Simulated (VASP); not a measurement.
Wanted: the native input for a VASP 6.6.1 run.

```
Task                               : single point
Functional                         : HSE06
Potentials or basis                : VASP PAW PBE potentials, release 64 (Pb_d, S)
Cutoff                             : 520 eV
k mesh                             : 4 × 4 × 4
Occupations                        : fermi-dirac, width 0.02 eV
Spin                               : no spin polarisation
Dipole correction                  : no
Exchange at q = 0                  : truncated
Grid for exact exchange (PRECFOCK) : Normal
Screening parameter                : 0.2079 1/A
Further INCAR settings             : ALGO = Normal; EDIFF = 1e-06; NBANDS = 17
```

PbS:

```
Pb S
1.0
     3.63513    0.00000    0.00000
     0.00000    3.63513    0.00000
     0.00000    0.00000    3.63513
Pb S
1 1
Direct
  0.00000 0.00000 0.00000
  0.50000 0.50000 0.50000
```

The cell was built by a generator and needn't be a form met in nature.

One way to write it, as run:

POSCAR

```
PbS
1.0
    3.6351320337      0.0000000000      0.0000000000
    0.0000000000      3.6351320337      0.0000000000
    0.0000000000      0.0000000000      3.6351320337
Pb S
1 1
Direct
    0.0000000000      0.0000000000      0.0000000000
    0.5000000000      0.5000000000      0.5000000000
```

INCAR.step1

```
  PREC = Accurate
  ENCUT = 520
  EDIFF = 1E-5
  ISMEAR = -1
  SIGMA = 0.02
  LREAL = False
  LASPH = True
  NELM = 100
  ALGO = Normal
  ISIF = 2
  LWAVE = True
  LCHARG = False
  GGA = PE
  NBANDS = 17
```

INCAR.step2

```
  PREC = Accurate
  ENCUT = 520
  EDIFF = 1E-6
  ISMEAR = -1
  SIGMA = 0.02
  LREAL = False
  LASPH = True
  NELM = 100
  ALGO = Normal
  ISIF = 2
  LWAVE = False
  LCHARG = False
  GGA = PE
  LHFCALC = True
  HFSCREEN = 0.2079
  PRECFOCK = Normal
  ISTART = 1
  NBANDS = 17
```

KPOINTS

```
regular mesh
0
Gamma
  4 4 4
```

Potentials or basis: VASP PAW PBE potentials, release 64 (Pb_d, S).

Command:

```sh
$ cat potpaw_PBE.64/Pb_d/POTCAR potpaw_PBE.64/S/POTCAR > POTCAR
$ cp INCAR.step1 INCAR
$ mpirun -np 1 vasp_std > vasp.out
$ cp INCAR.step2 INCAR
$ mpirun -np 1 vasp_std > vasp.out
```

It gave:

```
Pressure               : -1.8 GPa
Band gap on the k mesh : none (metal or under the smearing width)
```

Caveat: the k mesh is coarse (spacing up to 0.43 Å⁻¹), so the values aren't converged, least of all with exact exchange; the PAW data sets were made with another functional, which shifts forces and pressure a little.

It took 8.5 min on 1 thread of Intel(R) Xeon(R) Platinum 8488C (Sapphire Rapids), on a shared host, peak memory 0.27 GiB.
